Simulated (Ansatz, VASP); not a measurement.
**MgS: VASP beside Ansatz**

```
Mg S
1.0
     4.13549    0.00000    0.00000
    -2.06774    3.49409    0.00000
     0.00000    0.00000    6.43229
Mg S
2 2
Direct
  0.66667 0.33333 0.49575
  0.33333 0.66667 0.99575
  0.33333 0.66667 0.37924
  0.66667 0.33333 0.87924
```

Change from the starting cell: strain +0.0250 x Voigt [1, 0, 0, 0, 0, 0], atoms carried along.

Alike in both runs: task single point; functional PBE; k mesh 6 × 6 × 4; occupations gaussian, width 0.05 eV; no spin polarisation.

|  | VASP | Ansatz |
| --- | --- | --- |
| version | VASP 6.6.1 | Ansatz 0.2.0 |
| potentials or method | VASP PAW PBE potentials, release 64 (Mg, S) | scalar-relativistic, plane waves, PAW |
| plane-wave cutoff (eV) | 520 | 420 |
| valence electrons in the cell | 16 | 32 |

Ansatz gave:

```
gap on the k mesh at the Fermi level (eV)       : 3.30
least direct gap on the mesh (eV)               : 3.30
pressure (GPa)                                  : -0.3
largest component of the traceless stress (GPa) : 1.24
rms of the force components (eV/Å)              : 0.077
```

Problem. What did VASP give for the same quantities?

Solution. gap on the k mesh at the Fermi level (eV): 3.29; least direct gap on the mesh (eV): 3.29; pressure (GPa): -0.5; largest component of the traceless stress (GPa): 1.25; rms of the force components (eV/Å): 0.076.

Atom by atom the forces differ by 0.001 eV/Å (rms over components). The two sets of potentials don't hold the same shells in valence.
